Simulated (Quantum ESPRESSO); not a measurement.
# ZrB2: phonons with LDA

Crystal: ZrB2.

```
Zr B
1.0
     3.17000    0.00000    0.00000
    -1.58500    2.74530    0.00000
     0.00000    0.00000    3.53300
Zr B
1 2
Direct
  0.00000 0.00000 0.00000
  0.66667 0.33333 0.50000
  0.33333 0.66667 0.50000
```

| Item | Value |
| --- | --- |
| Program | Quantum ESPRESSO 7.5 |
| Task | phonons |
| Functional | LDA |
| Potentials or basis | PseudoDojo 0.4.1 SR LDA standard |
| Cutoff | 1034 eV |
| Density cutoff | 4136 eV |
| k mesh | 8 × 8 × 7 |
| Occupations | cold, width 0.2 eV |
| Spin | no spin polarisation |
| Target pressure | 50 GPa |
| Form of the LDA correlation | PW92 |
| Mixing beta | 0.5 |
| Most SCF iterations | 120 |
| SCF threshold | 6e-10 Ry |

The relaxed volume is 8.56 Å³/atom, the relaxed cell is a = 2.991 Å, b = 2.991 Å, c = 3.314 Å, α = 90.00°, β = 90.00°, γ = 120.00° and the space group after relaxing (to 0.05 Å) is P6/mmm (No. 191). The pressure after relaxing is 49.9 GPa and the band gap on the k mesh is none (metal or under the smearing width). The highest phonon frequency at Γ is 953 cm⁻¹.

Step by step:
| step | energy change (eV) | largest force (eV/Å) | pressure (GPa) | volume (Å³) |
| --- | --- | --- | --- | --- |
| 1 | 0.0000 | 0.0000 | -8.69 | 30.75 |
| 2 | 2.2183 | 0.0000 | 124.76 | 22.43 |
| 3 | 0.3152 | 0.0000 | 37.62 | 26.44 |
| 4 | 0.4890 | 0.0000 | 48.03 | 25.78 |
| 5 | 0.5261 | 0.0000 | 50.09 | 25.66 |
| 6 | 0.5247 | 0.0000 | 50.01 | 25.67 |
| 7 | 0.5245 | 0.0000 | 50.00 | 25.67 |

Final structure:
```yaml
crystal:
  lattice:
    - [2.99070, 0.00000, 0.00000]
    - [-1.49535, 2.59002, 0.00000]
    - [0.00000, 0.00000, 3.31369]
  atoms:
    - { symbol: Zr, position: [0.00000, 0.00000, 0.00000] }
    - { symbol: B, position: [0.66667, 0.33333, 0.50000] }
    - { symbol: B, position: [0.33333, 0.66667, 0.50000] }
```

Levels at points of the mesh, in eV from the Fermi level:
| k point | band 7 | band 8 | band 9 | band 10 | band 11 | band 12 |
| --- | --- | --- | --- | --- | --- | --- |
| (0.00, 0.00, 0.00) | -3.26 | -3.21 | -2.27 | 4.06 | 4.06 | 4.97 |
| (0.00, -0.50, 0.00) | -4.72 | -3.43 | -3.42 | 2.46 | 2.66 | 5.93 |

Phonon frequencies in cm⁻¹ (negative: imaginary):
```tsv
q point	frequencies
(0.000, 0.000, 0.000)	0 0 0 558 558 626 679 953 953
```

Optical modes at Γ, degenerate ones joined:
| cm⁻¹ | components | symmetry | active in |
| --- | --- | --- | --- |
| 558 | 2 | E1u | IR |
| 626 | 1 | A2u | IR |
| 679 | 1 | B1g | silent |
| 953 | 2 | E2g | Raman |

It took 5.7 min on 4 MPI ranks on AMD EPYC (Zen 3), on a shared host, peak memory 0.24 GiB a rank.

Caveat: the mesh is thin for the phonons of a metal; the volume moved by over 15 % at a fixed basis, so the end points are rough; the cell is more than 3 GPa from zero pressure, which shifts response properties.
